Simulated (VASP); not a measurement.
# CoSi (P2_13) in VASP: further runs, part 2 of 2

VASP 6.6.1.

## Step 3: Band structure, BLYP, collinear spin, ferromagnetic start

Contents of POSCAR:

```
CoSi
1.0
    4.4380000000      0.0000000000      0.0000000000
    0.0000000000      4.4380000000      0.0000000000
    0.0000000000      0.0000000000      4.4380000000
Co Si
4 4
Direct
    0.8600000000      0.6400000000      0.3600000000
    0.6400000000      0.3600000000      0.8600000000
    0.3600000000      0.8600000000      0.6400000000
    0.1400000000      0.1400000000      0.1400000000
    0.1570000000      0.3430000000      0.6570000000
    0.3430000000      0.6570000000      0.1570000000
    0.6570000000      0.1570000000      0.3430000000
    0.8430000000      0.8430000000      0.8430000000
```

Contents of INCAR.step1:

```
PREC = Accurate
ENCUT = 520
EDIFF = 1E-6
ISMEAR = -1
SIGMA = 0.05
LREAL = F
LASPH = T
NELM = 120
ALGO = Normal
ISIF = 2
LWAVE = F
LCHARG = T
ISPIN = 2
MAGMOM = 2 2 2 2 0 0 0 0
LORBIT = 11
LMAXMIX = 4
GGA = B5
ALDAX = 1.0
AGGAX = 1.0
AGGAC = 1.0
ALDAC = 0.0
```

Contents of KPOINTS.step1:

```
regular mesh
0
Gamma
  6 6 6
```

Contents of INCAR.step2:

```
PREC = Accurate
ENCUT = 520
EDIFF = 1E-6
ISMEAR = 0
SIGMA = 0.05
LREAL = F
LASPH = T
NELM = 120
ALGO = Normal
ISIF = 2
LWAVE = F
LCHARG = F
ISPIN = 2
MAGMOM = 2 2 2 2 0 0 0 0
LORBIT = 11
LMAXMIX = 4
GGA = B5
ALDAX = 1.0
AGGAX = 1.0
AGGAC = 1.0
ALDAC = 0.0
ICHARG = 11
```

Contents of KPOINTS.step2:

```
path GXMGRX,MR
10
line-mode
reciprocal
 0.0000000000  0.0000000000  0.0000000000  G
 0.0000000000  0.5000000000  0.0000000000  X

 0.0000000000  0.5000000000  0.0000000000  X
 0.5000000000  0.5000000000  0.0000000000  M

 0.5000000000  0.5000000000  0.0000000000  M
 0.0000000000  0.0000000000  0.0000000000  G

 0.0000000000  0.0000000000  0.0000000000  G
 0.5000000000  0.5000000000  0.5000000000  R

 0.5000000000  0.5000000000  0.5000000000  R
 0.0000000000  0.5000000000  0.0000000000  X

 0.5000000000  0.5000000000  0.0000000000  M
 0.5000000000  0.5000000000  0.5000000000  R
```

Potentials or basis: VASP PAW PBE potentials, release 64 (Co, Si).

Launch:

```
$ cat potpaw_PBE.64/Co/POTCAR potpaw_PBE.64/Si/POTCAR > POTCAR
$ cp INCAR.step1 INCAR
$ cp KPOINTS.step1 KPOINTS
$ mpirun -np 1 vasp_std > vasp.out
$ cp INCAR.step2 INCAR
$ cp KPOINTS.step2 KPOINTS
$ mpirun -np 1 vasp_std > vasp.out
```

OUTCAR:

```text
PREC = Accurate
   ENCUT = 520
   EDIFF = 1E-6
   ISMEAR = 0
   LREAL = F
   LASPH = T
   NELM = 120
   ISIF = 2
   ISPIN = 2
   LORBIT = 11
   GGA = B5
   ICHARG = 11

 ion  position               nearest neighbor table
   1  0.860  0.640  0.360-   5 2.28   6 2.33   7 2.33   8 2.33   7 2.47   8 2.47   6 2.47   2 2.72
                             2 2.72   4 2.72   4 2.72   3 2.72   3 2.72
   2  0.640  0.360  0.860-   6 2.28   5 2.33   7 2.33   8 2.33   5 2.47   7 2.47   8 2.47   1 2.72
                             1 2.72   3 2.72   3 2.72   4 2.72   4 2.72
   3  0.360  0.860  0.640-   7 2.28   6 2.33   5 2.33   8 2.33   6 2.47   5 2.47   8 2.47   4 2.72
                             2 2.72   2 2.72   4 2.72   1 2.72   1 2.72
   4  0.140  0.140  0.140-   8 2.28   6 2.33   7 2.33   5 2.33   6 2.47   5 2.47   7 2.47   1 2.72
                             3 2.72   3 2.72   1 2.72   2 2.72   2 2.72
   5  0.157  0.343  0.657-   1 2.28   2 2.33   3 2.33   4 2.33   3 2.47   4 2.47   2 2.47   8 2.75
                             6 2.75   6 2.75   8 2.75   7 2.75   7 2.75
[... 2078 lines left out ...]
 -----------------------------------------------------------------------------------
    total drift:                               -0.000000      0.000000      0.000000

  FREE ENERGIE OF THE ION-ELECTRON SYSTEM (eV)
  ---------------------------------------------------
  free  energy   TOTEN  =       -45.5390884283 eV

  energy  without entropy=      -45.5246192729  energy(sigma->0) =      -45.53185385

 total charge

# of ion       s       p       d       tot
------------------------------------------
    1        0.442   0.596   7.616   8.654
    2        0.442   0.596   7.616   8.654
    3        0.442   0.596   7.616   8.654
    4        0.442   0.596   7.616   8.654
    5        0.741   0.882   0.000   1.623
    6        0.741   0.882   0.000   1.623
    7        0.741   0.882   0.000   1.623
    8        0.741   0.882   0.000   1.623
--------------------------------------------------
tot          4.734   5.909  30.463  41.106

 magnetization (x)

# of ion       s       p       d       tot
------------------------------------------
    1       -0.000  -0.000  -0.000  -0.000
    2       -0.000  -0.000  -0.000  -0.000
    3       -0.000  -0.000  -0.000  -0.000
    4       -0.000  -0.000  -0.000  -0.000
    5        0.000   0.000   0.000   0.000
    6        0.000   0.000   0.000   0.000
    7        0.000   0.000   0.000   0.000
    8        0.000   0.000   0.000   0.000
--------------------------------------------------
tot         -0.000  -0.000  -0.000  -0.000
```

OUTCAR.step1:

```text
PREC = Accurate
   ENCUT = 520
   EDIFF = 1E-6
   ISMEAR = -1
   LREAL = F
   LASPH = T
   NELM = 120
   ISIF = 2
[... 2121 lines left out ...]
    8        0.738   0.890   0.000   1.628
--------------------------------------------------
tot          4.673   5.973  30.435  41.082

 magnetization (x)

# of ion       s       p       d       tot
------------------------------------------
    1        0.000   0.000  -0.000  -0.000
    2        0.000   0.000  -0.000  -0.000
    3        0.000   0.000  -0.000  -0.000
    4        0.000   0.000  -0.000  -0.000
    5        0.000   0.000   0.000   0.000
    6        0.000   0.000   0.000   0.000
    7        0.000   0.000   0.000   0.000
    8        0.000   0.000   0.000   0.000
--------------------------------------------------
tot          0.000   0.000  -0.000  -0.000
```

Run time: 4.4 min. Hardware: 1 thread of AMD EPYC 9R45 (Zen 5), shared host; peak memory 0.37 GiB.

Results:

```
Band gap along the path : none (metal or under the smearing width)
Net moment              : 0.00 μB per cell
```

Levels at the corners of the path, in eV from the Fermi level:
Spin up:
```tsv
point	band 23	band 24	band 25	band 26	band 27	band 28	band 29	band 30
Γ	-0.83	-0.83	-0.06	-0.06	-0.06	2.40	2.40	2.40
X	-0.71	-0.71	-0.51	-0.51	0.97	0.97	1.39	1.39
X	-0.71	-0.71	-0.51	-0.51	0.97	0.97	1.39	1.39
M	-1.07	-1.07	-0.06	-0.06	0.53	0.53	1.93	1.93
M	-1.07	-1.07	-0.06	-0.06	0.53	0.53	1.93	1.93
Γ	-0.83	-0.83	-0.06	-0.06	-0.06	2.40	2.40	2.40
Γ	-0.83	-0.83	-0.06	-0.06	-0.06	2.40	2.40	2.40
R	-1.26	-1.26	-0.26	-0.26	-0.26	-0.26	5.24	5.24
R	-1.26	-1.26	-0.26	-0.26	-0.26	-0.26	5.24	5.24
X	-0.71	-0.71	-0.51	-0.51	0.97	0.97	1.39	1.39
M	-1.07	-1.07	-0.06	-0.06	0.53	0.53	1.93	1.93
R	-1.26	-1.26	-0.26	-0.26	-0.26	-0.26	5.24	5.24
```
Spin down:
```csv
point,band 23,band 24,band 25,band 26,band 27,band 28,band 29,band 30
Γ,-0.83,-0.83,-0.06,-0.06,-0.06,2.40,2.40,2.40
X,-0.71,-0.71,-0.51,-0.51,0.97,0.97,1.39,1.39
X,-0.71,-0.71,-0.51,-0.51,0.97,0.97,1.39,1.39
M,-1.07,-1.07,-0.06,-0.06,0.53,0.53,1.93,1.93
M,-1.07,-1.07,-0.06,-0.06,0.53,0.53,1.93,1.93
Γ,-0.83,-0.83,-0.06,-0.06,-0.06,2.40,2.40,2.40
Γ,-0.83,-0.83,-0.06,-0.06,-0.06,2.40,2.40,2.40
R,-1.26,-1.26,-0.26,-0.26,-0.26,-0.26,5.24,5.24
R,-1.26,-1.26,-0.26,-0.26,-0.26,-0.26,5.24,5.24
X,-0.71,-0.71,-0.51,-0.51,0.97,0.97,1.39,1.39
M,-1.07,-1.07,-0.06,-0.06,0.53,0.53,1.93,1.93
R,-1.26,-1.26,-0.26,-0.26,-0.26,-0.26,5.24,5.24
```

Caveat: the log is that of the step along the path at fixed density, whose energy, stress, charges and moments have no meaning; the starting moments collapsed, and a magnetic state may lie lower; the PAW data sets were made with another functional, which shifts forces and pressure a little.

## Step 4: Band structure, PW91, collinear spin, ferromagnetic start

POSCAR is that of step 3.

Contents of INCAR.step1:

```
PREC = Accurate
ENCUT = 520
EDIFF = 1E-6
ISMEAR = -1
SIGMA = 0.05
LREAL = False
LASPH = True
NELM = 150
ALGO = Normal
ISIF = 2
LWAVE = False
LCHARG = True
ISPIN = 2
MAGMOM = 2 2 2 2 0 0 0 0
LORBIT = 11
LMAXMIX = 4
GGA = 91
```

KPOINTS.step1 is that of step 3.

Contents of INCAR.step2:

```
PREC = Accurate
ENCUT = 520
EDIFF = 1E-6
ISMEAR = 0
SIGMA = 0.05
LREAL = False
LASPH = True
NELM = 150
ALGO = Normal
ISIF = 2
LWAVE = False
LCHARG = False
ISPIN = 2
MAGMOM = 2 2 2 2 0 0 0 0
LORBIT = 11
LMAXMIX = 4
GGA = 91
ICHARG = 11
```

KPOINTS.step2 is that of step 3.

Launch:

```
$ cat potpaw_PBE.64/Co/POTCAR potpaw_PBE.64/Si/POTCAR > POTCAR
$ cp INCAR.step1 INCAR
$ cp KPOINTS.step1 KPOINTS
$ mpirun -np 1 vasp_std > vasp.out
$ cp INCAR.step2 INCAR
$ cp KPOINTS.step2 KPOINTS
$ mpirun -np 1 vasp_std > vasp.out
```

It took 4.1 min on 1 thread of AMD EPYC 9R45 (Zen 5), shared host; peak memory 0.37 GiB.

Results (log left out):

```
Band gap along the path : none (metal or under the smearing width)
Net moment              : 0.00 μB per cell
```

Levels at the corners of the path, in eV from the Fermi level:
Spin up:
| point | band 23 | band 24 | band 25 | band 26 | band 27 | band 28 | band 29 | band 30 |
| --- | --- | --- | --- | --- | --- | --- | --- | --- |
| Γ | -0.82 | -0.82 | -0.05 | -0.05 | -0.05 | 2.42 | 2.42 | 2.42 |
| X | -0.71 | -0.71 | -0.51 | -0.51 | 0.96 | 0.96 | 1.41 | 1.41 |
| X | -0.71 | -0.71 | -0.51 | -0.51 | 0.96 | 0.96 | 1.41 | 1.41 |
| M | -1.05 | -1.05 | -0.06 | -0.06 | 0.53 | 0.53 | 1.95 | 1.95 |
| M | -1.05 | -1.05 | -0.06 | -0.06 | 0.53 | 0.53 | 1.95 | 1.95 |
| Γ | -0.82 | -0.82 | -0.05 | -0.05 | -0.05 | 2.42 | 2.42 | 2.42 |
| Γ | -0.82 | -0.82 | -0.05 | -0.05 | -0.05 | 2.42 | 2.42 | 2.42 |
| R | -1.26 | -1.26 | -0.25 | -0.25 | -0.25 | -0.25 | 5.29 | 5.29 |
| R | -1.26 | -1.26 | -0.25 | -0.25 | -0.25 | -0.25 | 5.29 | 5.29 |
| X | -0.71 | -0.71 | -0.51 | -0.51 | 0.96 | 0.96 | 1.41 | 1.41 |
| M | -1.05 | -1.05 | -0.06 | -0.06 | 0.53 | 0.53 | 1.95 | 1.95 |
| R | -1.26 | -1.26 | -0.25 | -0.25 | -0.25 | -0.25 | 5.29 | 5.29 |
Spin down:
```tsv
point	band 23	band 24	band 25	band 26	band 27	band 28	band 29	band 30
Γ	-0.82	-0.82	-0.05	-0.05	-0.05	2.42	2.42	2.42
X	-0.71	-0.71	-0.51	-0.51	0.96	0.96	1.41	1.41
X	-0.71	-0.71	-0.51	-0.51	0.96	0.96	1.41	1.41
M	-1.05	-1.05	-0.06	-0.06	0.53	0.53	1.95	1.95
M	-1.05	-1.05	-0.06	-0.06	0.53	0.53	1.95	1.95
Γ	-0.82	-0.82	-0.05	-0.05	-0.05	2.42	2.42	2.42
Γ	-0.82	-0.82	-0.05	-0.05	-0.05	2.42	2.42	2.42
R	-1.26	-1.26	-0.25	-0.25	-0.25	-0.25	5.29	5.29
R	-1.26	-1.26	-0.25	-0.25	-0.25	-0.25	5.29	5.29
X	-0.71	-0.71	-0.51	-0.51	0.96	0.96	1.41	1.41
M	-1.05	-1.05	-0.06	-0.06	0.53	0.53	1.95	1.95
R	-1.26	-1.26	-0.25	-0.25	-0.25	-0.25	5.29	5.29
```

Caveat: the log is that of the step along the path at fixed density, whose energy, stress, charges and moments have no meaning; the starting moments collapsed, and a magnetic state may lie lower; the PAW data sets were made with another functional, which shifts forces and pressure a little.

## Step 5: Band structure, AM05, collinear spin, ferromagnetic start

Contents of INCAR:

```
SYSTEM = CoSi
ALGO     = Fast           ! electronic algorithm
EDIFF    = 1E-7           ! SCF threshold, eV
ENCUT    = 520            ! plane-wave cutoff, eV
GGA      = AM             ! functional
ISIF     = 2              ! what is computed and relaxed
ISMEAR   = -1             ! smearing method
ISPIN    = 2              ! spin polarisation
LASPH    = .TRUE.         ! aspherical terms in the spheres
LCHARG   = .FALSE.        ! write CHGCAR
LMAXMIX  = 4              ! l up to which the mixer works
LORBIT   = 11             ! projections on sites
LREAL    = .FALSE.        ! projectors in reciprocal space
LWAVE    = .FALSE.        ! write WAVECAR
MAGMOM   = 2 2 2 2 0 0 0 0 ! initial moments
NBANDS   = 40             ! bands
NELM     = 120            ! most SCF steps
PREC     = Accurate       ! precision mode
SIGMA    = 0.05           ! smearing width, eV
```

Contents of KPOINTS:

```
k-points
0
G
  6 6 6
  0 0 0
```

POSCAR is that of step 4.

Contents of KPOINTS_OPT:

```
path GXMGRX,MR
15
line-mode
reciprocal
 0.0000000000  0.0000000000  0.0000000000  G
 0.0000000000  0.5000000000  0.0000000000  X

 0.0000000000  0.5000000000  0.0000000000  X
 0.5000000000  0.5000000000  0.0000000000  M

 0.5000000000  0.5000000000  0.0000000000  M
 0.0000000000  0.0000000000  0.0000000000  G

 0.0000000000  0.0000000000  0.0000000000  G
 0.5000000000  0.5000000000  0.5000000000  R

 0.5000000000  0.5000000000  0.5000000000  R
 0.0000000000  0.5000000000  0.0000000000  X

 0.5000000000  0.5000000000  0.0000000000  M
 0.5000000000  0.5000000000  0.5000000000  R
```

Potentials or basis: VASP PAW PBE potentials, release 64 (Co, Si).

Launch:

```
$ cat potpaw_PBE.64/Co/POTCAR potpaw_PBE.64/Si/POTCAR > POTCAR
$ mpirun -np 1 vasp_std > vasp.out
```

OUTCAR:

```text
SYSTEM = CoSi
   EDIFF = 1E-7
   ENCUT = 520
   GGA = AM
   ISIF = 2
   ISMEAR = -1
   ISPIN = 2
   LASPH = .TRUE.
   LORBIT = 11
   LREAL = .FALSE.
   NELM = 120
   PREC = Accurate

 ion  position               nearest neighbor table
   1  0.860  0.640  0.360-   5 2.28   6 2.33   7 2.33   8 2.33   7 2.47   8 2.47   6 2.47   2 2.72
                             2 2.72   4 2.72   4 2.72   3 2.72   3 2.72
   2  0.640  0.360  0.860-   6 2.28   5 2.33   7 2.33   8 2.33   5 2.47   7 2.47   8 2.47   1 2.72
                             1 2.72   3 2.72   3 2.72   4 2.72   4 2.72
   3  0.360  0.860  0.640-   7 2.28   6 2.33   5 2.33   8 2.33   6 2.47   5 2.47   8 2.47   4 2.72
                             2 2.72   2 2.72   4 2.72   1 2.72   1 2.72
[... 2233 lines left out ...]
      1.52223      2.91577      0.69677        -0.024383      0.024383      0.024383
      2.91577      0.69677      1.52223         0.024383      0.024383     -0.024383
      3.74123      3.74123      3.74123        -0.024383     -0.024383     -0.024383
 -----------------------------------------------------------------------------------
    total drift:                               -0.000000      0.000000      0.000000

  FREE ENERGIE OF THE ION-ELECTRON SYSTEM (eV)
  ---------------------------------------------------
  free  energy   TOTEN  =       -58.5828736525 eV

  energy  without entropy=      -58.5683159654  energy(sigma->0) =      -58.57559481

 total charge

# of ion       s       p       d       tot
------------------------------------------
    1        0.435   0.618   7.566   8.619
    2        0.435   0.618   7.566   8.619
    3        0.435   0.618   7.566   8.619
    4        0.435   0.618   7.566   8.619
    5        0.724   0.877   0.000   1.601
    6        0.724   0.877   0.000   1.601
    7        0.724   0.877   0.000   1.601
    8        0.724   0.877   0.000   1.601
--------------------------------------------------
tot          4.634   5.980  30.263  40.877

 magnetization (x)

# of ion       s       p       d       tot
------------------------------------------
    1       -0.000  -0.000   0.000   0.000
    2       -0.000  -0.000   0.000   0.000
    3       -0.000  -0.000   0.000   0.000
    4       -0.000  -0.000   0.000   0.000
    5        0.000   0.000   0.000   0.000
    6        0.000   0.000   0.000   0.000
    7        0.000   0.000   0.000   0.000
    8        0.000   0.000   0.000   0.000
--------------------------------------------------
tot         -0.000   0.000   0.000   0.000
```

OSZICAR:

```text
N       E                     dE             d eps       ncg     rms          rms(c)
DAV:   1     0.345816149209E+03    0.34582E+03   -0.21344E+04  3840   0.147E+03
DAV:   2    -0.349009421790E+02   -0.38072E+03   -0.35715E+03  3840   0.334E+02
DAV:   3    -0.628322550222E+02   -0.27931E+02   -0.26271E+02  4440   0.108E+02
[... 46 lines left out ...]
       N       E                     dE             ncg
DAV:   1     0.233296301228E+05   -0.14413E+05     2880
DAV:   2     0.167196304603E+05   -0.66100E+04     2880
DAV:   3     0.162589620416E+05   -0.46067E+03     3472
DAV:   4     0.162465658881E+05   -0.12396E+02     3408
DAV:   5     0.162461277800E+05   -0.43811E+00     3816
DAV:   6     0.162461098312E+05   -0.17949E-01     3984
DAV:   7     0.162461096698E+05   -0.16139E-03     3816
DAV:   8     0.162461096661E+05   -0.36831E-05     3912
DAV:   9     0.162461096660E+05   -0.49149E-07     2216
```

It took 5 min on 1 thread of AMD EPYC 9R45 (Zen 5), shared host; peak memory 0.37 GiB.

Results:

| Quantity | Value |
| --- | --- |
| Free energy | -58.5829 eV |
| Pressure | -8.4 GPa |
| Largest force | 0.268 eV/Å |
| Band gap along the path | none (metal or under the smearing width) |
| Net moment | 0.00 μB per cell |
| Valence electrons inside the program's atomic spheres | Co 8.62; Si 1.60 |

Forces in eV/Å, atoms in the order of the input:
```
Co  -0.155  0.155 -0.155
Co   0.155 -0.155 -0.155
Co  -0.155 -0.155  0.155
Co   0.155  0.155  0.155
Si   0.024 -0.024  0.024
Si  -0.024  0.024  0.024
Si   0.024  0.024 -0.024
Si  -0.024 -0.024 -0.024
```

Levels at the corners of the path, in eV from the Fermi level:
Spin up:
```csv
point,band 22,band 23,band 24,band 25,band 26,band 27,band 28,band 29,band 30,band 31
Γ,-0.94,-0.80,-0.80,-0.05,-0.05,-0.05,2.45,2.45,2.45,2.90
X,-1.07,-0.70,-0.70,-0.51,-0.51,0.95,0.95,1.44,1.44,4.26
X,-1.07,-0.70,-0.70,-0.51,-0.51,0.95,0.95,1.44,1.44,4.26
M,-1.56,-1.04,-1.04,-0.07,-0.07,0.53,0.53,1.97,1.97,2.45
M,-1.56,-1.04,-1.04,-0.07,-0.07,0.53,0.53,1.97,1.97,2.45
Γ,-0.94,-0.80,-0.80,-0.05,-0.05,-0.05,2.45,2.45,2.45,2.90
Γ,-0.94,-0.80,-0.80,-0.05,-0.05,-0.05,2.45,2.45,2.45,2.90
R,-1.26,-1.26,-1.26,-0.25,-0.25,-0.25,-0.25,5.33,5.33,5.33
R,-1.26,-1.26,-1.26,-0.25,-0.25,-0.25,-0.25,5.33,5.33,5.33
X,-1.07,-0.70,-0.70,-0.51,-0.51,0.95,0.95,1.44,1.44,4.26
M,-1.56,-1.04,-1.04,-0.07,-0.07,0.53,0.53,1.97,1.97,2.45
R,-1.26,-1.26,-1.26,-0.25,-0.25,-0.25,-0.25,5.33,5.33,5.33
```
Spin down:
```tsv
point	band 23	band 24	band 25	band 26	band 27	band 28	band 29	band 30
Γ	-0.80	-0.80	-0.05	-0.05	-0.05	2.45	2.45	2.45
X	-0.70	-0.70	-0.51	-0.51	0.95	0.95	1.44	1.44
X	-0.70	-0.70	-0.51	-0.51	0.95	0.95	1.44	1.44
M	-1.04	-1.04	-0.07	-0.07	0.53	0.53	1.97	1.97
M	-1.04	-1.04	-0.07	-0.07	0.53	0.53	1.97	1.97
Γ	-0.80	-0.80	-0.05	-0.05	-0.05	2.45	2.45	2.45
Γ	-0.80	-0.80	-0.05	-0.05	-0.05	2.45	2.45	2.45
R	-1.26	-1.26	-0.25	-0.25	-0.25	-0.25	5.33	5.33
R	-1.26	-1.26	-0.25	-0.25	-0.25	-0.25	5.33	5.33
X	-0.70	-0.70	-0.51	-0.51	0.95	0.95	1.44	1.44
M	-1.04	-1.04	-0.07	-0.07	0.53	0.53	1.97	1.97
R	-1.26	-1.26	-0.25	-0.25	-0.25	-0.25	5.33	5.33
```

Caveat: the starting moments collapsed, and a magnetic state may lie lower; the PAW data sets were made with another functional, which shifts forces and pressure a little.
